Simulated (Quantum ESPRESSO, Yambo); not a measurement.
# AlN (P6_3mc): a self-consistent loop beyond G0W0, cycle by cycle, part 2 of 2

Wanted: G0W0 and self-consistent gaps of AlN (P6_3mc), with the cost of the cycles.

Quantum ESPRESSO 7.5 and Yambo 5.3.0; PBE and many-body steps on it, plane waves. Known limits of the many-body steps: not at the basis limit; coarse k mesh.

So far. Step 5 (evGW0, cycle 1): Against G0W0 in Yambo (3×3×4 mesh, 182 bands, screening to 210.9 eV, Godby-Needs plasmon pole), the gap moves by +0.175 eV. Step 6 (evGW0, cycle 2): Against the cycle before, the gap moves by +0.022 eV.

The database entry behind the starting cell differs from later determinations by our own check (inner coordinate u about 0.002 short), so it need not match the best structure at ambient conditions.

**7. evGW0, cycle 3**

Level of this step: evGW0 on PBE, plane waves, norm-conserving pseudopotentials (Yambo).

Contents of gw4.in:

```
HF_and_locXC
gw0
dyson
ppa
em1d
rim_cut
RandQpts= 1000000
RandGvec= 1 RL
EXXRLvcs= 72 Ry
VXCRLvcs= 288 Ry
Chimod= "HARTREE"
% BndsRnXp
 1 | 182 |
%
NGsBlkXp= 15.5 Ry
% LongDrXp
 1 | 1 | 1 |
%
% GbndRnge
 1 | 182 |
%
DysSolver= "n"
ExtendOut
PPAPntXp= 27.21138 eV
% QPkrange
 1 | 10 | 3 | 14 |
%
GfnQPdb= "E < ./gw3_fix/ndb.QP"
```

Run with:

```console
OMP_NUM_THREADS=1 mpirun -n 4 yambo -F gw4.in -J gw4,gw1_W -C gw4 > gw4.log
```

Log:

```text
 Yambo, version 5.3.0

 [02] CORE Variables Setup
 =========================

  [... cell, symmetries and grids as in the set-up ...]

  [02.05] Energies & Occupations
  ==============================

  [X] === General ===
  [X] Electronic Temperature                        :  0.000000  0.000000 [eV K]
  [X] Bosonic    Temperature                        :  0.000000  0.000000 [eV K]
  [X] Finite Temperature mode                       : no
  [X] El. density                                   :  0.38275E+24 [cm-3]
[...]
Sx RL components                                 :  2875

   QP @ state[ 1 ] K range                          :   1  10
   QP @ state[ 1 ] b range                          :   3  14
   GF energies kind                                 : Perdew, Burke & Ernzerhof(X)+Perdew, Burke & Ernzerhof(C)+ E < ./gw1/ndb.QP + @E Fit+ E < ./gw2_fix/
   GF WF`s kind                                     : Perdew, Burke & Ernzerhof(X)+Perdew, Burke & Ernzerhof(C)
   Xs energies kind                                 : Perdew, Burke & Ernzerhof(X)+Perdew, Burke & Ernzerhof(C)
   Xs WF`s kind                                     : Perdew, Burke & Ernzerhof(X)+Perdew, Burke & Ernzerhof(C)

 [13] Game Over & Game summary
```

Wall time 11 min (4 MPI ranks of Arm Neoverse V1, shared host); peak memory 1.5 GiB; 45 min of CPU time.

Numbers from this step:

```
quasiparticle gap on the mesh                         : 5.794 eV
gap of the density functional on the mesh             : 4.221 eV
k of the valence top                                  : 0, 0, 0
k of the conduction bottom                            : 0, 0, 0
least direct quasiparticle gap on the computed points : 5.794 eV
```

Against the cycle before, the gap moves by +0.003 eV.

The program's own table gives 6.053 eV, which is too large where the input levels are shifted: this version takes Σc at the unshifted level E₀, yet steps from the shifted one. The value above is the Newton step from E₀, E₀ + Z(Σc + Σx − Vxc), rebuilt from the printed columns.

**8. evGW, cycle 1**

This step: evGW on PBE, plane waves, norm-conserving pseudopotentials.

gw5.in, as its differences from gw4.in of step 7:

```diff
@@ -27,2 +27,3 @@
 %
-GfnQPdb= "E < ./gw3_fix/ndb.QP"
+GfnQPdb= "E < ./gw1/ndb.QP"
+XfnQPdb= "E < ./gw1/ndb.QP"
```

Run with:

```console
OMP_NUM_THREADS=1 mpirun -n 4 yambo -F gw5.in -J gw5 -C gw5 > gw5.log
```

Log:

```text
 Yambo, version 5.3.0

 [02] CORE Variables Setup
 =========================

  [... cell, symmetries and grids as in the set-up ...]

  [02.05] Energies & Occupations
  ==============================

  [X] === General ===
  [X] Electronic Temperature                        :  0.000000  0.000000 [eV K]
  [X] Bosonic    Temperature                        :  0.000000  0.000000 [eV K]
  [X] Finite Temperature mode                       : no
  [X] El. density                                   :  0.38275E+24 [cm-3]
[...]
Sx RL components                                 :  2875

   QP @ state[ 1 ] K range                          :   1  10
   QP @ state[ 1 ] b range                          :   3  14
   GF energies kind                                 : Perdew, Burke & Ernzerhof(X)+Perdew, Burke & Ernzerhof(C)+ E < ./gw1/ndb.QP + @E Fit
   GF WF`s kind                                     : Perdew, Burke & Ernzerhof(X)+Perdew, Burke & Ernzerhof(C)
   Xs energies kind                                 : Perdew, Burke & Ernzerhof(X)+Perdew, Burke & Ernzerhof(C)
   Xs WF`s kind                                     : Perdew, Burke & Ernzerhof(X)+Perdew, Burke & Ernzerhof(C)

 [15] Game Over & Game summary
```

Elapsed: 12 min, on 4 MPI ranks; peak memory 1.5 GiB; 50 min of CPU time.

This step gave:

| Item | Value |
| --- | --- |
| quasiparticle gap on the mesh | 6.052 eV |
| gap of the density functional on the mesh | 4.221 eV |
| k of the valence top | 0, 0, 0 |
| k of the conduction bottom | 0, 0, 0 |
| least direct quasiparticle gap on the computed points | 6.052 eV |

Against G0W0 in Yambo (3×3×4 mesh, 182 bands, screening to 210.9 eV, Godby-Needs plasmon pole), the gap moves by +0.459 eV.

The program's own table gives 6.262 eV, which is too large where the input levels are shifted: this version takes Σc at the unshifted level E₀, yet steps from the shifted one. The value above is the Newton step from E₀, E₀ + Z(Σc + Σx − Vxc), rebuilt from the printed columns.

**9. evGW, cycle 2**

gw6.in, as its differences from gw5.in of step 8:

```diff
@@ -27,3 +27,3 @@
 %
-GfnQPdb= "E < ./gw1/ndb.QP"
-XfnQPdb= "E < ./gw1/ndb.QP"
+GfnQPdb= "E < ./gw5_fix/ndb.QP"
+XfnQPdb= "E < ./gw5_fix/ndb.QP"
```

Run with:

```console
OMP_NUM_THREADS=1 mpirun -n 4 yambo -F gw6.in -J gw6 -C gw6 > gw6.log
```

Log:

```text
 Yambo, version 5.3.0

 [02] CORE Variables Setup
 =========================

  [... cell, symmetries and grids as in the set-up ...]

  [02.05] Energies & Occupations
  ==============================

  [X] === General ===
  [X] Electronic Temperature                        :  0.000000  0.000000 [eV K]
  [X] Bosonic    Temperature                        :  0.000000  0.000000 [eV K]
  [X] Finite Temperature mode                       : no
  [X] El. density                                   :  0.38275E+24 [cm-3]
[...]
Sx RL components                                 :  2875

   QP @ state[ 1 ] K range                          :   1  10
   QP @ state[ 1 ] b range                          :   3  14
   GF energies kind                                 : Perdew, Burke & Ernzerhof(X)+Perdew, Burke & Ernzerhof(C)+ E < ./gw1/ndb.QP + @E Fit+ E < ./gw5_fix/
   GF WF`s kind                                     : Perdew, Burke & Ernzerhof(X)+Perdew, Burke & Ernzerhof(C)
   Xs energies kind                                 : Perdew, Burke & Ernzerhof(X)+Perdew, Burke & Ernzerhof(C)
   Xs WF`s kind                                     : Perdew, Burke & Ernzerhof(X)+Perdew, Burke & Ernzerhof(C)

 [15] Game Over & Game summary
```

Wall time 12 min (4 MPI ranks); peak memory 1.5 GiB; 49 min of CPU time.

This step gave:

- quasiparticle gap on the mesh: 6.189 eV
- gap of the density functional on the mesh: 4.221 eV
- k of the valence top: 0, 0, 0
- k of the conduction bottom: 0, 0, 0
- least direct quasiparticle gap on the computed points: 6.189 eV

Against the cycle before, the gap moves by +0.137 eV.

The program's own table gives 6.454 eV, which is too large where the input levels are shifted: this version takes Σc at the unshifted level E₀, yet steps from the shifted one. The value above is the Newton step from E₀, E₀ + Z(Σc + Σx − Vxc), rebuilt from the printed columns.

**10. evGW, cycle 3**

gw7.in, as its differences from gw6.in of step 9:

```diff
@@ -27,3 +27,3 @@
 %
-GfnQPdb= "E < ./gw5_fix/ndb.QP"
-XfnQPdb= "E < ./gw5_fix/ndb.QP"
+GfnQPdb= "E < ./gw6_fix/ndb.QP"
+XfnQPdb= "E < ./gw6_fix/ndb.QP"
```

Run with:

```console
OMP_NUM_THREADS=1 mpirun -n 4 yambo -F gw7.in -J gw7 -C gw7 > gw7.log
```

Log:

```text
 Yambo, version 5.3.0

 [02] CORE Variables Setup
 =========================

  [... cell, symmetries and grids as in the set-up ...]

  [02.05] Energies & Occupations
  ==============================

  [X] === General ===
  [X] Electronic Temperature                        :  0.000000  0.000000 [eV K]
  [X] Bosonic    Temperature                        :  0.000000  0.000000 [eV K]
  [X] Finite Temperature mode                       : no
  [X] El. density                                   :  0.38275E+24 [cm-3]
[...]
Sx RL components                                 :  2875

   QP @ state[ 1 ] K range                          :   1  10
   QP @ state[ 1 ] b range                          :   3  14
   GF energies kind                                 : Perdew, Burke & Ernzerhof(X)+Perdew, Burke & Ernzerhof(C)+ E < ./gw1/ndb.QP + @E Fit+ E < ./gw5_fix/
   GF WF`s kind                                     : Perdew, Burke & Ernzerhof(X)+Perdew, Burke & Ernzerhof(C)
   Xs energies kind                                 : Perdew, Burke & Ernzerhof(X)+Perdew, Burke & Ernzerhof(C)
   Xs WF`s kind                                     : Perdew, Burke & Ernzerhof(X)+Perdew, Burke & Ernzerhof(C)

 [15] Game Over & Game summary
```

Wall time 12 min (4 MPI ranks); peak memory 1.5 GiB; 49 min of CPU time.

Numbers from this step:

```
quasiparticle gap on the mesh                         : 6.229 eV
gap of the density functional on the mesh             : 4.221 eV
k of the valence top                                  : 0, 0, 0
k of the conduction bottom                            : 0, 0, 0
least direct quasiparticle gap on the computed points : 6.229 eV
```

Against the cycle before, the gap moves by +0.040 eV.

The program's own table gives 6.509 eV, which is too large where the input levels are shifted: this version takes Σc at the unshifted level E₀, yet steps from the shifted one. The value above is the Newton step from E₀, E₀ + Z(Σc + Σx − Vxc), rebuilt from the printed columns.

**11. evGW, cycle 4**

gw8.in, as its differences from gw7.in of step 10:

```diff
@@ -27,3 +27,3 @@
 %
-GfnQPdb= "E < ./gw6_fix/ndb.QP"
-XfnQPdb= "E < ./gw6_fix/ndb.QP"
+GfnQPdb= "E < ./gw7_fix/ndb.QP"
+XfnQPdb= "E < ./gw7_fix/ndb.QP"
```

Run with:

```console
OMP_NUM_THREADS=1 mpirun -n 4 yambo -F gw8.in -J gw8 -C gw8 > gw8.log
```

Log:

```text
 Yambo, version 5.3.0

 [02] CORE Variables Setup
 =========================

  [... cell, symmetries and grids as in the set-up ...]

  [02.05] Energies & Occupations
  ==============================

  [X] === General ===
  [X] Electronic Temperature                        :  0.000000  0.000000 [eV K]
  [X] Bosonic    Temperature                        :  0.000000  0.000000 [eV K]
  [X] Finite Temperature mode                       : no
  [X] El. density                                   :  0.38275E+24 [cm-3]
[...]
Sx RL components                                 :  2875

   QP @ state[ 1 ] K range                          :   1  10
   QP @ state[ 1 ] b range                          :   3  14
   GF energies kind                                 : Perdew, Burke & Ernzerhof(X)+Perdew, Burke & Ernzerhof(C)+ E < ./gw1/ndb.QP + @E Fit+ E < ./gw5_fix/
   GF WF`s kind                                     : Perdew, Burke & Ernzerhof(X)+Perdew, Burke & Ernzerhof(C)
   Xs energies kind                                 : Perdew, Burke & Ernzerhof(X)+Perdew, Burke & Ernzerhof(C)
   Xs WF`s kind                                     : Perdew, Burke & Ernzerhof(X)+Perdew, Burke & Ernzerhof(C)

 [15] Game Over & Game summary
```

It took 12 min on 4 MPI ranks; peak memory 1.5 GiB.

This step gave:

```
quasiparticle gap on the mesh                         : 6.240 eV
gap of the density functional on the mesh             : 4.221 eV
k of the valence top                                  : 0, 0, 0
k of the conduction bottom                            : 0, 0, 0
least direct quasiparticle gap on the computed points : 6.240 eV
```

Against the cycle before, the gap moves by +0.012 eV.

The program's own table gives 6.525 eV, which is too large where the input levels are shifted: this version takes Σc at the unshifted level E₀, yet steps from the shifted one. The value above is the Newton step from E₀, E₀ + Z(Σc + Σx − Vxc), rebuilt from the printed columns.

**12. evGW, cycle 5**

gw9.in, as its differences from gw8.in of step 11:

```diff
@@ -27,3 +27,3 @@
 %
-GfnQPdb= "E < ./gw7_fix/ndb.QP"
-XfnQPdb= "E < ./gw7_fix/ndb.QP"
+GfnQPdb= "E < ./gw8_fix/ndb.QP"
+XfnQPdb= "E < ./gw8_fix/ndb.QP"
```

Run with:

```console
OMP_NUM_THREADS=1 mpirun -n 4 yambo -F gw9.in -J gw9 -C gw9 > gw9.log
```

Log:

```text
 Yambo, version 5.3.0

 [02] CORE Variables Setup
 =========================

  [... cell, symmetries and grids as in the set-up ...]

  [02.05] Energies & Occupations
  ==============================

  [X] === General ===
  [X] Electronic Temperature                        :  0.000000  0.000000 [eV K]
  [X] Bosonic    Temperature                        :  0.000000  0.000000 [eV K]
  [X] Finite Temperature mode                       : no
  [X] El. density                                   :  0.38275E+24 [cm-3]
[...]
Sx RL components                                 :  2875

   QP @ state[ 1 ] K range                          :   1  10
   QP @ state[ 1 ] b range                          :   3  14
   GF energies kind                                 : Perdew, Burke & Ernzerhof(X)+Perdew, Burke & Ernzerhof(C)+ E < ./gw1/ndb.QP + @E Fit+ E < ./gw5_fix/
   GF WF`s kind                                     : Perdew, Burke & Ernzerhof(X)+Perdew, Burke & Ernzerhof(C)
   Xs energies kind                                 : Perdew, Burke & Ernzerhof(X)+Perdew, Burke & Ernzerhof(C)
   Xs WF`s kind                                     : Perdew, Burke & Ernzerhof(X)+Perdew, Burke & Ernzerhof(C)

 [15] Game Over & Game summary
```

Elapsed: 12 min, on 4 MPI ranks; peak memory 1.5 GiB; 49 min of CPU time.

This step gave:

```yaml
quasiparticle_gap_on_the_mesh: 6.244 eV
gap_of_the_density_functional_on_the_mesh: 4.221 eV
k_of_the_valence_top: 0, 0, 0
k_of_the_conduction_bottom: 0, 0, 0
least_direct_quasiparticle_gap_on_the_computed_points: 6.244 eV
```

Against the cycle before, the gap moves by +0.003 eV.

The program's own table gives 6.529 eV, which is too large where the input levels are shifted: this version takes Σc at the unshifted level E₀, yet steps from the shifted one. The value above is the Newton step from E₀, E₀ + Z(Σc + Σx − Vxc), rebuilt from the printed columns.

**13. The runs together**

Times are wall times on 4 MPI ranks of Arm Neoverse V1, shared host, good to a factor of about two.

```csv
run,mesh,bands,screening cutoff (eV),DFT gap (eV),gap on the mesh (eV),direct (eV),time
G0W0,3×3×4,182,210.9,4.221,5.594,5.594,12 min
"evGW0, cycle 1",3×3×4,182,210.9,4.221,5.769,5.769,11 min
"evGW0, cycle 2",3×3×4,182,210.9,4.221,5.791,5.791,11 min
"evGW0, cycle 3",3×3×4,182,210.9,4.221,5.794,5.794,11 min
"evGW, cycle 1",3×3×4,182,210.9,4.221,6.052,6.052,12 min
"evGW, cycle 2",3×3×4,182,210.9,4.221,6.189,6.189,12 min
"evGW, cycle 3",3×3×4,182,210.9,4.221,6.229,6.229,12 min
"evGW, cycle 4",3×3×4,182,210.9,4.221,6.240,6.240,12 min
"evGW, cycle 5",3×3×4,182,210.9,4.221,6.244,6.244,12 min
```

**14. Results**

| Quantity | Value |
| --- | --- |
| G0W0 | 5.594 eV |
| evGW0, cycle 1 | 5.769 eV |
| evGW0, cycle 2 | 5.791 eV |
| evGW0, cycle 3 | 5.794 eV |
| evGW, cycle 1 | 6.052 eV |
| evGW, cycle 2 | 6.189 eV |
| evGW, cycle 3 | 6.229 eV |
| evGW, cycle 4 | 6.240 eV |
| evGW, cycle 5 | 6.244 eV |
| known limits | not at the basis limit; coarse k mesh |

In words: evGW0 ends at 5.79 eV, +0.20 eV from G0W0, after 3 cycles that took 34 min beside the first screening; the last moved the gap by 0.003 eV. evGW ends at 6.24 eV, +0.65 eV from G0W0, after 5 cycles that took 62 min beside the first screening; the last moved the gap by 0.003 eV. Bands and cutoff are finite, so the gap is not at the basis limit. The miss can reach some tenths of an eV and take either sign; the mesh is an error of its own. The 3×3×4 mesh is coarse for this cell, which bears on the long-range parts of exchange and screening.

[Paths, hosts, dates, memory and timing lines, banners, echoed tables and standing remarks are left out of the program output.]

[Logs are printed without paths, hosts, clocks, repeated set-up lines and the standing remarks that a program may print on its own settings, such as how far it seeks lower states.]

[Runs of the session that timed out or met a known fault of the program may be left out.]

[Hosts, paths, dates, database ids (printed as entryN), source tags and the programs' standing remarks are cut or masked in the printed files.]
